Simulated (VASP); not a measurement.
# CdSe in VASP 6.6.1, single-point calculation

INCAR

```
LDAUTYPE = 2
LWAVE = .FALSE.
ENCUT = 520
ISMEAR = -1
LMAXMIX = 4
SIGMA = 0.02
EDIFF = 1E-7
LREAL = .FALSE.
LDAUU = 3.0 0
IBRION = -1
NBANDS = 49
GGA = PE
NELM = 120
LDAU = .TRUE.
ISIF = 2
LDAUJ = 0 0
LCHARG = .FALSE.
PREC = Accurate
LASPH = .FALSE.
LDAUL = 2 -1
NSW = 0
```

KPOINTS

```
KPOINTS created by Atomic Simulation Environment
0
Gamma
8 8 8
0 0 0
```

POSCAR

```
Cd Se
 1.0000000000000000
     0.0000000000000000    3.1904922039999999    3.1904922039999999
     3.1904922039999999    0.0000000000000000    3.1904922039999999
     3.1904922039999999    3.1904922039999999    0.0000000000000000
 Cd  Se
   1   1
Cartesian
  0.0000000000000000  0.0000000000000000  0.0000000000000000
  1.5952461019999999  1.5952461019999999  1.5952461019999999
```

The recommended PBE PAW datasets give the neutral cell 18 valence electrons.

Command

```
mpirun -np 1 vasp_std
```

OSZICAR

```
N       E                     dE             d eps       ncg     rms          rms(c)
DAV:   1     0.148938762009E+03    0.14894E+03   -0.69243E+03  2954   0.324E+02
DAV:   2     0.405643842857E+01   -0.14488E+03   -0.12523E+03  3297   0.116E+02
DAV:   3    -0.525379177147E+01   -0.93102E+01   -0.91943E+01  3495   0.313E+01
DAV:   4    -0.530177255948E+01   -0.47981E-01   -0.47970E-01  3300   0.227E+00
DAV:   5    -0.530188087334E+01   -0.10831E-03   -0.10831E-03  3307   0.952E-02    0.490E+00
DAV:   6    -0.494675051042E+01    0.35513E+00   -0.15341E-01  3299   0.247E+00    0.365E+00
DAV:   7    -0.493323846271E+01    0.13512E-01   -0.43679E-02  3515   0.633E-01    0.180E+00
DAV:   8    -0.493634844172E+01   -0.31100E-02   -0.90822E-03  3209   0.387E-01    0.176E-01
DAV:   9    -0.493661278871E+01   -0.26435E-03   -0.23638E-04  3396   0.879E-02    0.610E-02
DAV:  10    -0.493675967525E+01   -0.14689E-03   -0.84813E-05  3247   0.314E-02    0.484E-02
DAV:  11    -0.493680058121E+01   -0.40906E-04   -0.15848E-05  3290   0.116E-02    0.109E-02
DAV:  12    -0.493680238740E+01   -0.18062E-05   -0.69943E-07  3459   0.226E-03    0.219E-03
DAV:  13    -0.493680345852E+01   -0.10711E-05   -0.71565E-07  3178   0.220E-03    0.688E-04
DAV:  14    -0.493680351217E+01   -0.53652E-07   -0.12028E-08  3252   0.281E-04
   1 F= -.49368035E+01 E0= -.49368035E+01  d E =-.626671E-07
```

From OUTCAR

```
k-points           NKPTS =     29   k-points in BZ     NKDIM =     29   number of bands    NBANDS=     49

   NELECT =      18.0000    total number of electrons

   dimension x,y,z NGX =    36 NGY =   36 NGZ =   36
   dimension x,y,z NGXF=    72 NGYF=   72 NGZF=   72

  energy-cutoff  :      520.00
  volume of cell :       64.95
      direct lattice vectors                 reciprocal lattice vectors
     0.000000000  3.190492204  3.190492204    -0.156715631  0.156715631  0.156715631
     3.190492204  0.000000000  3.190492204     0.156715631 -0.156715631  0.156715631
     3.190492204  3.190492204  0.000000000     0.156715631  0.156715631 -0.156715631

 k-points in reciprocal lattice and weights: KPOINTS created by Atomic Simulation Env
   0.00000000  0.00000000  0.00000000       0.002
   0.12500000  0.00000000  0.00000000       0.016
   0.25000000  0.00000000  0.00000000       0.016
   0.37500000  0.00000000  0.00000000       0.016
   0.50000000  0.00000000  0.00000000       0.008
   0.12500000  0.12500000  0.00000000       0.012
   0.25000000  0.12500000  0.00000000       0.047
   0.37500000  0.12500000  0.00000000       0.047
   ...

 E-fermi :   0.0542

 k-point     1 :       0.0000    0.0000    0.0000
  band No.  band energies     occupation
      1     -11.9713      2.00000
      2      -8.8963      2.00000
      3      -8.8963      2.00000
      4      -8.8963      2.00000
      5      -8.6898      2.00000
      6      -8.6898      2.00000
      7      -0.1755      1.99998
      8      -0.1755      1.99998
      9      -0.1755      1.99998
     10       0.2604      0.00007
     11       5.8393      0.00000
     12       5.8393      0.00000
     13       5.8393      0.00000
     14       9.1121      0.00000
     15      10.5087      0.00000
     16      10.5087      0.00000
     17      11.6332      0.00000
     18      11.6332      0.00000
     19      11.6332      0.00000
     20      13.6676      0.00000
     21      20.9019      0.00000
     22      20.9019      0.00000
     23      20.9019      0.00000
     24      22.4764      0.00000
     25      22.4764      0.00000
     26      22.4764      0.00000
     27      23.4146      0.00000
     28      23.4146      0.00000
     29      23.4146      0.00000
     30      24.0982      0.00000
     31      24.0982      0.00000
     32      28.1109      0.00000
     33      32.2480      0.00000
     34      32.2480      0.00000
     35      32.4322      0.00000
     36      32.4322      0.00000
     37      32.4322      0.00000
     38      32.9619      0.00000
     39      33.9676      0.00000
     40      33.9676      0.00000
     41      33.9676      0.00000
     42      34.7820      0.00000
     43      34.7820      0.00000
     44      34.7820      0.00000
     45      34.8543      0.00000
     46      34.8543      0.00000
     47      34.8543      0.00000
     48      36.2480      0.00000
     49      36.2616      0.00000

 ...

  Total       -1.2691296     -1.2691296     -1.2691296      0.0000000      0.0000000     -0.0000000
  in kB      -31.3049859    -31.3049859    -31.3049859      0.0000000      0.0000000     -0.0000000
  external PRESSURE =     -31.3049859 kB  Pullay stress =       0.0000000 kB

 POSITION                                       TOTAL-FORCE (eV/Angst)
 -----------------------------------------------------------------------------------
      0.00000      0.00000      0.00000        -0.000000     -0.000000     -0.000000
      1.59525      1.59525      1.59525         0.000000      0.000000      0.000000
 -----------------------------------------------------------------------------------
    total drift:                               -0.000000     -0.000000     -0.000000

  FREE ENERGIE OF THE ION-ELECTRON SYSTEM (eV)
  ---------------------------------------------------
  free  energy   TOTEN  =        -4.9368035122 eV

  energy  without entropy=       -4.9368034495  energy(sigma->0) =       -4.93680348
```

It converged. Results: gap between bands v and c on the k mesh 0.44 eV; least direct gap on the k mesh 0.44 eV; pressure -3.1 GPa. Band v is the last that the valence electrons fill when counted band by band, and c is the next.

For comparison, a separate PBE run of the intended cell, on usual settings and not on those above, gives a gap of 0.31 eV on its mesh and a pressure of -3.0 GPa.

The run above took about 63 s on one core of a shared host (Intel Xeon Platinum 8488C) and held 0.23 GiB at most.
